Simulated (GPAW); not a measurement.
# As (R-3m) in GPAW: settings compared

One crystal, As, is run at these levels: revTPSS, LDA; tasks: relaxation of cell and atoms.

Program: GPAW 26.7.0. These are calculated values, not measurements. Logs are shortened: lines on timing, memory, paths and dates and some standing lists are left out, and cuts for length are marked. The log counts tension as positive stress, the text compression.

## (1) The crystal as given

It takes space group R-3m (No. 166, trigonal). The conventional cell has a = 3.762 Å, b = 3.762 Å, c = 10.542 Å, α = 90.00°, β = 90.00°, γ = 120.00°. As (site symmetry 3m) has 3 As at 2.51 Å as nearest neighbours.

## (2) Relaxation of cell and atoms, revTPSS, target pressure 2 GPa, at which the enthalpy is minimised

Contents of run.py:

```python
from ase.filters import FrechetCellFilter
from ase.io import read, write
from ase.optimize import BFGS
from ase.units import GPa
from gpaw import GPAW, PW

atoms = read('POSCAR')

calc = GPAW(mode=PW(600),
            xc='MGGA_X_REVTPSS+MGGA_C_REVTPSS',
            kpts={'size': (6, 6, 6), 'gamma': True},
            occupations={'name': 'fermi-dirac', 'width': 0.05},
            nbands=13,
            convergence={'density': 1e-06, 'energy': 1e-06, 'eigenstates': 1e-10},
            eigensolver='davidson',
            maxiter=150,
            txt='gpaw.txt')
atoms.calc = calc
opt = BFGS(FrechetCellFilter(atoms, scalar_pressure=2 * GPa), trajectory='relax.traj', logfile='-')
done = opt.run(fmax=0.02, steps=40)
calc.write('gs.gpw')
write('result.traj', atoms)
print('Converged:', done)
print('Cell:', atoms.cell.cellpar().round(4))
print('Volume:', round(atoms.get_volume(), 4))
print(atoms.get_scaled_positions().round(5))
```

Contents of POSCAR:

```
As
1.0
    1.8807968987      1.0858785957      3.5140619945
   -1.8807968987      1.0858785957      3.5140619945
    0.0000000000     -2.1717571915      3.5140619945
As
2
Direct
    0.2260000000      0.2260000000      0.2260000000
    0.7740000000      0.7740000000      0.7740000000
```

Potentials or basis: GPAW PAW data sets (gpaw-data 1.2.1), pw.

Command:

```
$ OMP_NUM_THREADS=1 python run.py
```

gpaw.txt:

```text
__  _  _
 | _ |_)|_||  |
 |__||  | ||/\| - 26.7.0

Input parameters:
  mode=PW(ecut=600.0),
  convergence={'density': 1e-06, 'energy': 1e-06, 'eigenstates': 1e-10},
  eigensolver=Davidson(niter=2),
  kpts=MonkhorstPack(size=(6, 6, 6), gamma=True),
  maxiter=150,
  nbands=13,
  occupations=Occupations(name='fermi-dirac', width=0.05),
  xc=XC(name='MGGA_X_REVTPSS+MGGA_C_REVTPSS')

Diagonalizing LCAO Hamiltonian
Converting LCAO to pw mode

       As

       As

Atoms  # Å, Bohr magnetons
|   | symbol |         x |         y |        z |    initial magnetic moments |
|---|--------|-----------|-----------|----------|-----------------------------|
| 0 |     As | -0.000000 | -0.000000 | 2.382534 | ( 0.0000,  0.0000,  0.0000) |
| 1 |     As |  0.000000 | -0.000000 | 8.159652 | ( 0.0000,  0.0000,  0.0000) |
[... 125 lines left out ...]
convergence criteria:
- Maximum integral of absolute [dens]ity change: 1e-06 electrons / valence electron
- Maximum [total energy] change in last 3 cyles: 1e-06 eV / valence electron
- Maximum integral of absolute [eigenst]ate change: 1e-10 eV^2 / valence electron
maximum number of iterations: 150

SCF iterations
|iter     | |      energy | eigst |  dens |
|---------|-|-------------|-------|-------|
|iter:   1| |   87.031057 | +2.51 |       |
|iter:   2| |    6.688125 | -0.03 | -0.86 |
|iter:   3| |    6.416043 | -2.26 | -1.17 |
|iter:   4| |    6.402874 | -3.52 | -1.21 |
|iter:   5| |    6.391241 | -3.58 | -1.37 |
|iter:   6| |    6.385626 | -3.62 | -1.69 |
|iter:   7| |    6.386229 | -4.99 | -2.23 |
|iter:   8| |    6.386872 | -4.92 | -2.34 |
|iter:   9| |    6.386850 | -6.48 | -2.52 |
|iter:  10| |    6.386860 | -6.07 | -2.55 |
|iter:  11| |    6.386849 | -6.93 | -2.64 |
|iter:  12| |    6.386808 | -5.72 | -2.67 |
|iter:  13| |    6.386771 | -5.83 | -2.97 |
|iter:  14| |    6.386770 | -7.48 | -4.18 |
|iter:  15| |    6.386770c| -8.46 | -4.64 |
|iter:  16| |    6.386770c| -9.68 | -5.40 |
|iter:  17| |    6.386770c|-10.77c| -5.98 |
|iter:  18| |    6.386770c|-12.05c| -6.82c|
[... 407 lines left out ...]
SCF iterations
|iter     | |      energy | eigst |  dens |
|---------|-|-------------|-------|-------|
|iter:   1| |  710.006519 |       |       |
|iter:   2| |    6.644145 | +1.34 | -1.11 |
|iter:   3| |    6.462841 | +0.68 | -1.32 |
|iter:   4| |    6.431149 | -0.06 | -1.35 |
|iter:   5| |    6.442692 | -0.53 | -1.68 |
|iter:   6| |    6.440030 | -1.39 | -2.27 |
|iter:   7| |    6.438938 | -3.14 | -2.34 |
|iter:   8| |    6.409167 | -4.11 | -2.60 |
|iter:   9| |    6.441759 | -4.93 | -2.69 |
|iter:  10| |    6.441006 | -5.05 | -2.75 |
[... 111 further cycles ...]
|iter: 122| |    6.387963 | -6.30 | -3.30 |
|iter: 123| |    6.388020 | -6.55 | -3.02 |
|iter: 124| |    6.387938 | -6.21 | -2.91 |
|iter: 125| |    6.387960 | -7.32 | -3.12 |
|iter: 126| |    6.387906 | -6.14 | -3.04 |
|iter: 127| |    6.387892 | -6.47 | -3.43 |
|iter: 128| |    6.387892 | -8.34 | -4.21 |
|iter: 129| |    6.387892c| -8.96 | -4.57 |
|iter: 130| |    6.387892c|-10.67c| -5.56 |
|iter: 131| |    6.387892c|-11.62c| -6.07c|
[... 188 lines left out ...]
convergence criteria:
- Maximum integral of absolute [dens]ity change: 1e-06 electrons / valence electron
- Maximum [total energy] change in last 3 cyles: 1e-06 eV / valence electron
- Maximum integral of absolute [eigenst]ate change: 1e-10 eV^2 / valence electron
maximum number of iterations: 150

SCF iterations
|iter     | |      energy | eigst |  dens |
|---------|-|-------------|-------|-------|
|iter:   1| |12229.794787 |       |       |
|iter:   2| |    6.445943 | +1.04 | -1.26 |
|iter:   3| |    6.510770 | +0.46 | -1.75 |
|iter:   4| |    6.451756 | -0.28 | -1.84 |
|iter:   5| |    6.444596 | -1.43 | -2.34 |
|iter:   6| |    6.444807 | -2.18 | -2.61 |
|iter:   7| |    6.444806 | -3.51 | -2.81 |
|iter:   8| |    6.426012 | -3.75 | -3.34 |
|iter:   9| |    6.390231 | -3.21 | -3.24 |
|iter:  10| |    6.390394 | -6.06 | -2.86 |
|iter:  11| |    6.390330 | -6.49 | -2.84 |
|iter:  12| |    6.390268 | -6.27 | -2.93 |
|iter:  13| |    6.390232 | -6.34 | -3.11 |
|iter:  14| |    6.390226 | -7.31 | -3.43 |
|iter:  15| |    6.390223c| -7.71 | -3.60 |
|iter:  16| |    6.390222c| -8.24 | -3.77 |
|iter:  17| |    6.390222c| -8.21 | -3.91 |
|iter:  18| |    6.390222c| -8.23 | -4.18 |
|iter:  19| |    6.390222c| -9.24 | -4.90 |
|iter:  20| |    6.390222c|-10.78c| -6.19c|
[... 621 lines left out ...]
SCF iterations
|iter     | |      energy | eigst |  dens |
|---------|-|-------------|-------|-------|
|iter:   1| |   -9.610068 |       |       |
|iter:   2| |    6.408800 | +0.77 | -1.00 |
|iter:   3| |    6.201940 | +0.05 | -2.01 |
|iter:   4| |    6.449744 | -1.78 | -2.11 |
|iter:   5| |    6.449882 | -3.22 | -2.25 |
|iter:   6| |    6.447516 | -3.96 | -2.59 |
|iter:   7| |    6.426151 | -4.63 | -2.94 |
|iter:   8| |    6.449241 | -4.13 | -3.07 |
|iter:   9| |    6.450475 | -4.24 | -3.12 |
|iter:  10| |    6.448134 | -4.11 | -3.22 |
[... 58 further cycles ...]
|iter:  69| |    6.395175 | -6.31 | -3.33 |
|iter:  70| |    6.395143 | -7.11 | -3.03 |
|iter:  71| |    6.395130 | -7.32 | -3.09 |
|iter:  72| |    6.395110 | -6.51 | -3.17 |
|iter:  73| |    6.395109 | -8.73 | -3.52 |
|iter:  74| |    6.395105c| -7.07 | -3.50 |
|iter:  75| |    6.395104c| -7.56 | -3.98 |
|iter:  76| |    6.395104c| -9.29 | -5.22 |
|iter:  77| |    6.395104c|-10.38c| -5.52 |
|iter:  78| |    6.395104c|-11.52c| -6.50c|
[... 54 lines left out ...]
       As

       As

Atoms  # Å, Bohr magnetons
|   | symbol |        x |         y |        z |    initial magnetic moments |
|---|--------|----------|-----------|----------|-----------------------------|
| 0 |     As | 0.000000 | -0.000000 | 2.329734 | ( 0.0000,  0.0000,  0.0000) |
| 1 |     As | 0.000000 | -0.000000 | 7.846905 | ( 0.0000,  0.0000,  0.0000) |

Unit cell  # Å
| periodic |         x |         y |        z |  lengths |    angles |
|----------|-----------|-----------|----------|----------|-----------|
|      yes |  1.875186 |  1.082639 | 3.392213 | 4.024368 | 55.544451 |
|      yes | -1.875186 |  1.082639 | 3.392213 | 4.024368 | 55.544451 |
|      yes |  0.000000 | -2.165278 | 3.392213 | 4.024368 | 55.544451 |

Number of symmetries: 12
Symmetry operations  # r_c * U_cc + t_c -> r_c
|    | kind |            matrix            |
|----|------|------------------------------|
|  0 |  E   |  1, 0, 0,  0, 1, 0,  0, 0, 1 |
|  1 |  σ   |  1, 0, 0,  0, 0, 1,  0, 1, 0 |
|  2 |  σ   |  0, 1, 0,  1, 0, 0,  0, 0, 1 |
|  3 |  C3  |  0, 1, 0,  0, 0, 1,  1, 0, 0 |
|  4 |  C3  |  0, 0, 1,  1, 0, 0,  0, 1, 0 |
|  5 |  σ   |  0, 0, 1,  0, 1, 0,  1, 0, 0 |
|  6 |  C2  |  0, 0,-1,  0,-1, 0, -1, 0, 0 |
|  7 |  S6  |  0, 0,-1, -1, 0, 0,  0,-1, 0 |
[... 184 lines left out ...]
       As

       As

Atoms  # Å, Bohr magnetons
|   | symbol |        x |         y |        z |    initial magnetic moments |
|---|--------|----------|-----------|----------|-----------------------------|
| 0 |     As | 0.000000 | -0.000000 | 2.324115 | ( 0.0000,  0.0000,  0.0000) |
| 1 |     As | 0.000000 | -0.000000 | 7.829991 | ( 0.0000,  0.0000,  0.0000) |

Unit cell  # Å
| periodic |         x |         y |        z |  lengths |    angles |
|----------|-----------|-----------|----------|----------|-----------|
|      yes |  1.879423 |  1.085085 | 3.384702 | 4.020678 | 55.736415 |
|      yes | -1.879423 |  1.085085 | 3.384702 | 4.020678 | 55.736415 |
|      yes |  0.000000 | -2.170171 | 3.384702 | 4.020678 | 55.736415 |

Number of symmetries: 12
Symmetry operations  # r_c * U_cc + t_c -> r_c
|    | kind |            matrix            |
|----|------|------------------------------|
|  0 |  E   |  1, 0, 0,  0, 1, 0,  0, 0, 1 |
|  1 |  σ   |  1, 0, 0,  0, 0, 1,  0, 1, 0 |
|  2 |  σ   |  0, 1, 0,  1, 0, 0,  0, 0, 1 |
|  3 |  C3  |  0, 1, 0,  0, 0, 1,  1, 0, 0 |
|  4 |  C3  |  0, 0, 1,  1, 0, 0,  0, 1, 0 |
|  5 |  σ   |  0, 0, 1,  0, 1, 0,  1, 0, 0 |
|  6 |  C2  |  0, 0,-1,  0,-1, 0, -1, 0, 0 |
|  7 |  S6  |  0, 0,-1, -1, 0, 0,  0,-1, 0 |
[... 168 lines left out ...]
Stress tensor  # eV/Ang^3
|         x |         y |         z |
|-----------|-----------|-----------|
| -0.014153 | -0.000000 |  0.000000 |
| -0.000000 | -0.014153 | -0.000000 |
|  0.000000 | -0.000000 | -0.013730 |

Forces  # eV/Ang
|       x |        y |        z |
|---------|----------|----------|
| 0.00000 | -0.00000 |  0.05129 |  # As   0
| 0.00000 |  0.00000 | -0.05129 |  # As   1

Interpolating wave functions to new cell

       As

       As

Atoms  # Å, Bohr magnetons
|   | symbol |        x |         y |        z |    initial magnetic moments |
|---|--------|----------|-----------|----------|-----------------------------|
| 0 |     As | 0.000000 | -0.000000 | 2.323859 | ( 0.0000,  0.0000,  0.0000) |
| 1 |     As | 0.000000 | -0.000000 | 7.821505 | ( 0.0000,  0.0000,  0.0000) |

Unit cell  # Å
| periodic |         x |         y |        z |  lengths |    angles |
|----------|-----------|-----------|----------|----------|-----------|
|      yes |  1.881020 |  1.086007 | 3.381788 | 4.019221 | 55.809884 |
|      yes | -1.881020 |  1.086007 | 3.381788 | 4.019221 | 55.809884 |
|      yes |  0.000000 | -2.172015 | 3.381788 | 4.019221 | 55.809884 |

Number of symmetries: 12
Symmetry operations  # r_c * U_cc + t_c -> r_c
|    | kind |            matrix            |
|----|------|------------------------------|
|  0 |  E   |  1, 0, 0,  0, 1, 0,  0, 0, 1 |
|  1 |  σ   |  1, 0, 0,  0, 0, 1,  0, 1, 0 |
|  2 |  σ   |  0, 1, 0,  1, 0, 0,  0, 0, 1 |
|  3 |  C3  |  0, 1, 0,  0, 0, 1,  1, 0, 0 |
|  4 |  C3  |  0, 0, 1,  1, 0, 0,  0, 1, 0 |
|  5 |  σ   |  0, 0, 1,  0, 1, 0,  1, 0, 0 |
|  6 |  C2  |  0, 0,-1,  0,-1, 0, -1, 0, 0 |
|  7 |  S6  |  0, 0,-1, -1, 0, 0,  0,-1, 0 |
[... 170 lines left out ...]
Stress tensor  # eV/Ang^3
|         x |         y |         z |
|-----------|-----------|-----------|
| -0.012816 | -0.000000 |  0.000000 |
| -0.000000 | -0.012816 | -0.000000 |
|  0.000000 | -0.000000 | -0.012979 |

Forces  # eV/Ang
|       x |        y |        z |
|---------|----------|----------|
| 0.00000 | -0.00000 |  0.01875 |  # As   0
| 0.00000 |  0.00000 | -0.01875 |  # As   1

# Writing to gs.gpw (mode='')
```

Run time: 22 min. Hardware: 1 thread of Arm Neoverse V1, shared host; peak memory 0.47 GiB.

What came out:

| Property | Result |
| --- | --- |
| Free energy | 6.3899 eV |
| Relaxed volume | 20.72 Å³/atom |
| Relaxed cell | a = 4.019 Å, b = 4.019 Å, c = 4.019 Å, α = 55.81°, β = 55.81°, γ = 55.81° |
| Space group after relaxing (to 0.05 Å) | R-3m (No. 166) |
| Energy change on relaxing (the enthalpy is what falls) | +2.1 meV/atom |
| Ionic steps | 10 |
| Pressure after relaxing | 2.1 GPa |
| Largest force after relaxing | 0.019 eV/Å |
| Band gap on the k mesh | none (metal or under the smearing width) |

Forces on the atoms (eV/Å):
```
As   0.000  0.000  0.019
As   0.000  0.000 -0.019
```

The path:
| step | energy change (eV) | largest force (eV/Å) | pressure (GPa) | volume (Å³) |
| --- | --- | --- | --- | --- |
| 1 | 0.0000 | 0.2636 | 1.07 | 43.06 |
| 2 | -0.0011 | 0.2118 | 1.09 | 42.95 |
| 3 | 0.0011 | 0.0419 | 1.40 | 42.12 |
| 4 | 0.0035 | 0.0606 | 1.61 | 41.85 |
| 5 | 0.0078 | 0.0581 | 2.09 | 41.40 |
| 6 | 0.0087 | 0.0336 | 2.31 | 41.28 |
| 7 | 0.0083 | 0.0252 | 2.54 | 41.23 |
| 8 | 0.0065 | 0.0549 | 2.47 | 41.32 |
| 9 | 0.0049 | 0.0513 | 2.24 | 41.42 |
| 10 | 0.0043 | 0.0187 | 2.06 | 41.45 |

Final structure:
```
As
1.0
     1.88102    1.08601    3.38179
    -1.88102    1.08601    3.38179
     0.00000   -2.17201    3.38179
As
2
Cartesian
  0.0000 0.0000 2.3239
  0.0000 0.0000 7.8215
```

Caveat: later steps reuse the first step's grids; the PAW data sets were made with another functional, which shifts forces and pressure a little.

(Continued in part 2 of 2.)
